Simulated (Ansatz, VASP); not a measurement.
**AlN: VASP beside Ansatz**

```
CELL_PARAMETERS angstrom
3.30989 0.00000 0.00000
-1.65494 2.86645 0.00000
0.00000 0.00000 4.53223
ATOMIC_POSITIONS crystal
Al 0.33333 0.66667 0.75000
Al 0.66667 0.33333 0.25000
N 0.33333 0.66667 0.25000
N 0.66667 0.33333 0.75000
```

Alike in both runs: task single point; functional PBE; k mesh 9 × 9 × 6; occupations gaussian, width 0.05 eV; no spin polarisation.

|  | VASP | Ansatz |
| --- | --- | --- |
| version | VASP 6.6.1 | Ansatz 0.2.0 |
| potentials or method | VASP PAW PBE potentials, release 64 (Al, N) | scalar-relativistic, plane waves, PAW |
| plane-wave cutoff (eV) | 520 | 520 |
| valence electrons in the cell | 16 | 16 |

Ansatz gave:

| Item | Value |
| --- | --- |
| gap on the k mesh at the Fermi level (eV) | 2.46 |
| least direct gap on the mesh (eV) | 2.46 |
| pressure (GPa) | -10.1 |
| largest component of the traceless stress (GPa) | 3.22 |

Task: Estimate VASP's values.

Result: gap on the k mesh at the Fermi level (eV): 2.47; least direct gap on the mesh (eV): 2.47; pressure (GPa): -10.3; largest component of the traceless stress (GPa): 3.14.

The functional is the same, so the differences come from potentials, cutoffs and numerics.
